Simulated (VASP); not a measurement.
# CdS (Fm-3m) in VASP: a series of runs, part 2 of 2

VASP 6.6.1. The steps go on from the part before.

**4. G0W0 quasiparticle levels, PBE**

File POSCAR:

```
CdS
1.0
    0.0000000000      2.7532440000      2.7532440000
    2.7532440000      0.0000000000      2.7532440000
    2.7532440000      2.7532440000      0.0000000000
Cd S
1 1
Direct
    0.0000000000      0.0000000000      0.0000000000
    0.5000000000      0.5000000000      0.5000000000
```

File INCAR.step1:

```
SYSTEM = CdS
PREC = Accurate
ENCUT = 450
EDIFF = 1E-8
ISMEAR = 0
SIGMA = 0.01
LREAL = .False.
LASPH = .True.
NELM = 60
ALGO = Normal
LWAVE = .True.
LCHARG = .False.
GGA = PE
```

File INCAR.step2:

```
SYSTEM = CdS
PREC = Accurate
ENCUT = 450
EDIFF = 1E-8
ISMEAR = 0
SIGMA = 0.01
LREAL = .False.
LASPH = .True.
NELM = 1
ALGO = Exact
LWAVE = .True.
LCHARG = .False.
GGA = PE
NBANDS = 109
LOPTICS = .True.
ISTART = 1
```

File INCAR.step3:

```
SYSTEM = CdS
PREC = Accurate
ENCUT = 450
EDIFF = 1E-8
ISMEAR = 0
SIGMA = 0.01
LREAL = .False.
LASPH = .True.
ALGO = EVGW0
LWAVE = .False.
LCHARG = .False.
GGA = PE
NELMGW = 1
NBANDS = 109
ENCUTGW = 100
NOMEGA = 48
PRECFOCK = Fast
ISTART = 1
NBANDSGW = 17
```

File KPOINTS:

```
Automatic mesh
0
Gamma
  3 3 3
  0 0 0
```

Potentials or basis: VASP PAW PBE potentials, release 64 (Cd_GW, S_GW).

Command:

```sh
$ cat potpaw_PBE.64/Cd_GW/POTCAR potpaw_PBE.64/S_GW/POTCAR > POTCAR
$ cp INCAR.step1 INCAR
$ mpirun -np 1 vasp_std > vasp.out
$ cp INCAR.step2 INCAR
$ mpirun -np 1 vasp_std > vasp.out
$ cp INCAR.step3 INCAR
$ mpirun -np 1 vasp_std > vasp.out
```

OUTCAR:

```text
SYSTEM = CdS
   PREC = Accurate
   ENCUT = 450
   EDIFF = 1E-8
   ISMEAR = 0
   LREAL = .False.
   LASPH = .True.
   GGA = PE
   NELMGW = 1
   ENCUTGW = 100
   PRECFOCK = Fast
   ISTART = 1

 Found      4 irreducible k-points:

 Following reciprocal coordinates:
            Coordinates               Weight
  0.000000  0.000000  0.000000      1.000000
  0.333333  0.000000  0.000000      8.000000
  0.333333  0.333333  0.000000      6.000000
 -0.333333  0.333333  0.000000     12.000000
   k-points           NKPTS =      4   k-points in BZ     NKDIM =     27   number of bands    NBANDS=    109
   number of dos      NEDOS =    301   number of ions     NIONS =      2
   total plane-waves  NPLWV =  21952
   dimension x,y,z NGX =    28 NGY =   28 NGZ =   28
   dimension x,y,z NGXF=    56 NGYF=   56 NGZF=   56
   ions per type =               1   1
   NGX,Y,Z   is equivalent  to a cutoff of  11.95, 11.95, 11.95 a.u.
   NGXF,Y,Z  is equivalent  to a cutoff of  23.91, 23.91, 23.91 a.u.
 SYSTEM =  CdS
   PREC   = accura    normal or accurate (medium, high low for compatibility)
   ISTART =      1    job   : 0-new  1-cont  2-samecut
   ICHARG =      0    charge: 1-file 2-atom 10-const
[... 32 lines left out ...]
   LHFCALC =     T    Hartree Fock is set to
   PRECFOCK=fast      Normal, Fast or Accurate (Low or Medium for compatibility)
   ENCUT4O =  -1.0   cutoff for four orbital integrals eV
   NKREDX  =     1    reduce k-point grid by
   NKREDY  =     1    reduce k-point grid by
   NKREDZ  =     1    reduce k-point grid by
   AEXX    =    1.0000 exact exchange contribution
   HFSCREEN=    0.0000 screening length (either q_TF or 0.3 A-1)
   HFSCREENC=   0.0000 screening length for correlation (either q_TF or 0.3 A-1)
   ENCUTFOCK=  -1.0 apply spherical cutoff to Coloumb kernel
   IVDW    =     0    specifies the selected vdW correction
   LEPSILON=     F    determine dielectric tensor
   LRPA    =     F    only Hartree local field effects (RPA)
   LRPAFORCE           =     F    calculate RPA forces
   ENCUTGW             = 100.0    cutoff for response function in eV
   ENCUTGWSOFT         =  80.0    soft cutoff for Coulomb kernel in GW response function in eV
   ENCUTLF             =  -1.0    cutoff for local field effects
   NELMGW              =     1    number of iterations in solving QP/BSE equation
   NELMHF              =     1    number of iterations in the inner HF iteration
   NKREDLFX            =     1    NKREDLFY  =   1   NKREDLFZ  =   1
 non-spin polarized calculation
 Gauss-broadening in eV      SIGMA  =   0.01
  energy-cutoff  :      450.00
  volume of cell :       41.74
 maximum number of plane-waves:       906
  NGX = 16; NGY = 16; NGZ = 16
   NGX = 13   NGY = 13   NGZ = 13
 maximum number of plane-waves:       113
 NGX is ok and might be reduce to    14

 QP shifts <psi_nk| G(iteration)W_0 |psi_nk>: iteration 1
 for sc-GW calculations column KS-energies equals QP-energies in previous step
 and V_xc(KS)=  KS-energies - (<T + V_ion + V_H > + <T+V_H+V_ion>^1  + <V_x>^1)

 k-point   1 :       0.0000    0.0000    0.0000
  band No.  KS-energies  QP-energies   sigma(KS)   V_xc(KS)     V^pw_x(r,r')   Z            occupation Imag(sigma)

      1      -8.2276      -8.4537     -13.0322     -12.6776     -20.6296       0.6377       2.0000       1.2957
      2      -3.3313      -5.0145     -17.7559     -15.3687     -23.1447       0.7051       2.0000       0.4264
      3      -3.3313      -5.0145     -17.7559     -15.3687     -23.1447       0.7051       2.0000       0.4264
      4      -3.3313      -5.0145     -17.7559     -15.3687     -23.1447       0.7051       2.0000       0.4264
      5      -3.3249      -5.0234     -17.8921     -15.5045     -23.4091       0.7114       2.0000       0.4892
      6      -3.3249      -5.0234     -17.8921     -15.5045     -23.4091       0.7114       2.0000       0.4892
[... 59 lines left out ...]
      3      -3.4289      -5.0588     -17.3752     -15.0640     -22.7523       0.7052       2.0000       0.4449
      4      -3.2651      -4.9340     -17.6903     -15.3251     -23.0689       0.7056       2.0000       0.4352
      5      -3.1335      -4.8387     -17.9968     -15.5914     -23.3913       0.7089       2.0000       0.4287
      6      -2.8377      -4.3990     -17.8008     -15.6200     -23.2646       0.7159       2.0000       0.4872
[... 9 lines left out ...]
     16      19.7754      20.2135     -10.5939     -11.1813      -3.9643       0.7457       0.0000      -0.7707
     17      20.9739      21.4355     -10.6583     -11.2693      -4.0494       0.7553       0.0000      -0.8255
```

OUTCAR.step1:

```text
SYSTEM = CdS
   PREC = Accurate
   ENCUT = 450
   EDIFF = 1E-8
   ISMEAR = 0
   LREAL = .False.
   LASPH = .True.
[... 170 lines left out ...]
      0.00000      0.00000      0.00000         0.000000      0.000000      0.000000
      2.75324      2.75324      2.75324         0.000000      0.000000      0.000000
 -----------------------------------------------------------------------------------
    total drift:                                0.000000      0.000000      0.000000

  FREE ENERGIE OF THE ION-ELECTRON SYSTEM (eV)
  ---------------------------------------------------
  free  energy   TOTEN  =        -5.6339770733 eV

  energy  without entropy=       -5.6339770733  energy(sigma->0) =       -5.63397707
```

OUTCAR.step2:

```text
SYSTEM = CdS
   PREC = Accurate
   ENCUT = 450
   EDIFF = 1E-8
[... 538 lines left out ...]
  --------------------------------------------------------------------------------------------------------------
     0.00000    22.39214    22.39214    22.39214    -0.00000     0.00000     0.00000
     1.26431    39.19193    39.19193    39.19193    -0.00000     0.00000     0.00000
     2.52861    18.77742    18.77742    18.77742    -0.00000     0.00000     0.00000
     3.79292   -64.86411   -64.86411   -64.86411    -0.00000    -0.00000     0.00000
     5.05722    -7.30033    -7.30033    -7.30033    -0.00000    -0.00000     0.00000
     6.32153     4.59882     4.59882     4.59882    -0.00000    -0.00000     0.00000
[... 92 lines left out ...]
   123.90197     0.94437     0.94437     0.94437     0.00000    -0.00000    -0.00000
   125.16628     0.94567     0.94567     0.94567     0.00000    -0.00000    -0.00000
```

Wall time 34 s (1 thread of Intel Xeon Platinum 8488C (Sapphire Rapids), shared host); peak memory 0.23 GiB.

These settings aren't checked as converged: the numbers below hold their error.

What came out:

| Quantity | Value |
| --- | --- |
| Band gap on the k mesh, mean-field level | 0.97 eV, indirect (least direct gap 1.47 eV) |
| Quasiparticle gap | 1.55 eV |
| Least direct quasiparticle gap | 2.05 eV |

Caveat: the k mesh is coarse (spacing up to 0.66 Å⁻¹), so the values aren't converged; bands, screening cutoff and mesh are small and nothing is extrapolated, so the quasiparticle values aren't converged; an odd mesh through Γ misses points on the zone boundary, where band edges often lie.
